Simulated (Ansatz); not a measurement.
This is a relaxation of cell and atoms with Ansatz 0.2.0 on a 2-atom cell of CdSe (F-43m) from a materials database; the level of theory is HSE06. The starting cell comes from a relaxation with r2SCAN.

```yaml
crystal:
  lattice:
    - [0.0, 3.0678017005, 3.0678017005]
    - [3.0678017005, 0.0, 3.0678017005]
    - [3.0678017005, 3.0678017005, 0.0]
  atoms:
    - { symbol: Cd, position: [0.0, 0.0, 0.0] }
    - { symbol: Se, position: [0.75, 0.75, 0.75] }
kpoints:
  mp_grid: { grid: [4, 4, 4] }
hamiltonian:
  xc: hse06
scf:
  occupations: { method: fermi_dirac, width: 0.02 }
relax:
  f_tol: 0.005
  cell: {}
```

In the abridged output below, numbers in square brackets stand for lines, or ends of lines, that were taken out.
```
Functional definition: HSE06
Crystal: 2 atoms, lattice volume = 57.745 Å³
Basis set: ecut = 420 eV, 1139 PW (Γ)
Bands: 22, of which v1, the nominal top of the filled ones, is band 18 counted from 1 (17 counted from 0)
Symmetry: 24 space group operations
Space group: F-43m (ITA 216)
k-points: 8 of 64 (time reversal used)
Exchange kernel: α = 0.2500, screened, ω = 0.2079 Å⁻¹, Wigner–Seitz truncation, v(0) = 1036.1181 eV·Å³, q-mesh 4×4×4
preconditioner: auto → none  [insulator: Δε(μ)=1.456 eV  σ=0.020 eV  ℏωp=20.7 eV]
relax step 1: F+E_penalty+E_count = -13730.10212325 eV  P = +0.372 GPa  Ω = 57.745 Å³
--- Relaxed structure (3 steps of the walk, 3 accepted, 1 SCFs on fresh bases) ---
[1]
```

Question: Fill in the blanks. They hold the relaxed structure.

Answer:
```
[1]
  F+E_penalty+E_count = -13730.10260025 eV
  cell:  # Å, volume = 58.1703 Å³
    - [0.000000, 3.075320, 3.075320]
    - [3.075320, 0.000000, 3.075320]
    - [3.075320, 3.075320, 0.000000]
  atoms:
    - { symbol: Cd, position: [0.000000, 0.000000, 0.000000] }
    - { symbol: Se, position: [0.750000, 0.750000, 0.750000] }
```
Only the leading digits can be foreseen; the rest is this run's record.

In 3 steps the volume changed by +0.7 %; between the first SCF and the last, each on a basis chosen for its cell, the energy fell by 0.2 meV an atom. At the end: the symmetry is F-43m (No. 216, cubic); a = 6.151 Å in the conventional setting, 29.09 Å³ an atom. Around Cd lie 4 Se at 2.66 Å; around Se lie 4 Cd at 2.66 Å.

Question: What wall time did it need on 1 × NVIDIA H100 80GB HBM3 with 2 threads of AMD EPYC 7R13 Processor (Zen 3), on a shared host, load about 2.2 per core, and how much host memory at the peak?

Answer: About 55 s, with a peak of 1.7 GiB.

The values are computed, spin-unpolarised, and not measurements.
